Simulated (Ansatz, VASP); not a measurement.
**Two plane-wave programs on SiC**

File INCAR:

```
  ALGO = Normal
  EDIFF = 1E-6
  ENCUT = 520
  GGA = PS
  ISIF = 2
  ISMEAR = 0
  LASPH = True
  LCHARG = False
  LREAL = False
  LWAVE = False
  NBANDS = 26
  NELM = 100
  PREC = Accurate
  SIGMA = 0.05
```

The input KPOINTS:

```
k-points
0
Gamma
  12 12 4
```

File POSCAR:

```
SiC
1.0
    2.8626000000      0.0000000000      0.0000000000
   -1.4313000000      2.4790843209      0.0000000000
    0.0000000000      0.0000000000      9.8071000000
Si C
4 4
Direct
    0.6666666667      0.3333333333      0.9378278494
    0.3333333333      0.6666666667      0.4378278494
    0.0000000000      0.0000000000      0.6878973398
    0.0000000000      0.0000000000      0.1878973398
    0.6666666667      0.3333333333      0.7498191768
    0.3333333333      0.6666666667      0.2498191768
    0.0000000000      0.0000000000      0.5004546340
    0.0000000000      0.0000000000      0.0004546340
```

Input for Ansatz:

```yaml
crystal:
  lattice:
    - [2.8626, 0.0, 0.0]
    - [-1.4313, 2.4790843209, 0.0]
    - [0.0, 0.0, 9.8071]
  atoms:
    - { symbol: Si, position: [0.6666666667, 0.3333333333, 0.9378278494] }
    - { symbol: Si, position: [0.3333333333, 0.6666666667, 0.4378278494] }
    - { symbol: Si, position: [0.0, 0.0, 0.6878973398] }
    - { symbol: Si, position: [0.0, 0.0, 0.1878973398] }
    - { symbol: C, position: [0.6666666667, 0.3333333333, 0.7498191768] }
    - { symbol: C, position: [0.3333333333, 0.6666666667, 0.2498191768] }
    - { symbol: C, position: [0.0, 0.0, 0.500454634] }
    - { symbol: C, position: [0.0, 0.0, 0.000454634] }
basis:
  ecutwfc: 520.0
kpoints:
  mp_grid: { grid: [12, 12, 4] }
hamiltonian:
  xc: pbesol
  pseudopotentials: { kind: paw, azcp: { folder: soft_1 } }
scf:
  occupations: { method: gaussian, width: 0.05 }
output:
  forces: true
  stress: true
  eigenvalues: true
```

Alike in both runs: task single point; functional PBEsol; k mesh 12 × 12 × 4; occupations gaussian, width 0.05 eV; no spin polarisation.

|  | VASP | Ansatz |
| --- | --- | --- |
| version | VASP 6.6.1 | Ansatz 0.2.0 |
| potentials or method | VASP PAW PBE potentials, release 64 (Si, C) | scalar-relativistic, plane waves, PAW |
| plane-wave cutoff (eV) | 520 | 520 |
| valence electrons in the cell | 32 | 32 |

```tsv
	VASP	Ansatz	Ansatz less VASP
gap on the k mesh at the Fermi level (eV)	1.84	1.85	+0.012
least direct gap on the mesh (eV)	3.15	3.17	+0.020
rms of the force components (eV/Å)	0.535	0.532	-0.0031
```

Atom by atom the forces differ by 0.003 eV/Å (rms over components). Ansatz warned: «pseudo_functional_mismatch».

Caveats: the PAW data sets were made with another functional, which shifts forces and pressure a little (VASP). PBEsol gaps usually lie below the measured ones, often by a third to a half. A k mesh can miss the band edges.
